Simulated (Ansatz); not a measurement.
# HfO2: the cost of one run

Method: DFT LDA, scalar-relativistic, in Ansatz 0.2.0.

## Step 1: The system as given

Symmetry: Fm-3m, No. 225, cubic system. Conventional cell: a = 5.115 Å, b = 5.115 Å, c = 5.115 Å, α = 90.00°, β = 90.00°, γ = 90.00°. Hf (site symmetry m-3m) has 8 O at 2.21 Å in its first shell of neighbours. O (site symmetry -43m) has 4 Hf at 2.21 Å in its first shell of neighbours.

Coordinates:

```
CELL_PARAMETERS angstrom
0.00000 2.55750 2.55750
2.55750 0.00000 2.55750
2.55750 2.55750 0.00000
ATOMIC_POSITIONS crystal
Hf 0.00000 0.00000 0.00000
O 0.25000 0.25000 0.25000
O 0.75000 0.75000 0.75000
```

Atoms are numbered in the order of the input: Hf1, O2, O3.

## Step 2: Volume × 0.96, LAPW

The input, input.yaml:

```yaml
crystal:
  lattice:
    - [0.0, 2.522934952, 2.522934952]
    - [2.522934952, 0.0, 2.522934952]
    - [2.522934952, 2.522934952, 0.0]
  atoms:
    - { symbol: Hf, position: [0.0, 0.0, 0.0] }
    - { symbol: O, position: [0.25, 0.25, 0.25] }
    - { symbol: O, position: [0.75, 0.75, 0.75] }
kpoints:
  mp_grid: { grid: [8, 8, 8] }
  band_path:
    path:
      - [0.0, 0.0, 0.0]
      - [0.5, 0.0, 0.5]
      - [0.625, 0.25, 0.625]
      - [0.375, 0.375, 0.75]
      - [0.0, 0.0, 0.0]
      - [0.5, 0.5, 0.5]
      - [0.5, 0.25, 0.75]
      - [0.5, 0.0, 0.5]
    npoints: 5
scf:
  occupations: { method: fermi_dirac, width: 0.01 }
hamiltonian:
  xc: lda
  pseudopotentials: { kind: all_electron, lapw: { basis_error: 0.001 } }
output:
  forces: true
  stress: true
  eigenvalues: true
```

On the command line:

```bash
ansatz run input.yaml --threads 1 --pin off --max-ram 4096MiB --backend cpu --events-out ev --progress --plain --runs-dir out
```

Q: Estimate wall time and peak memory on 1 thread of Arm Neoverse V1, shared host.

About 25 s, with a peak of 0.36 GiB.
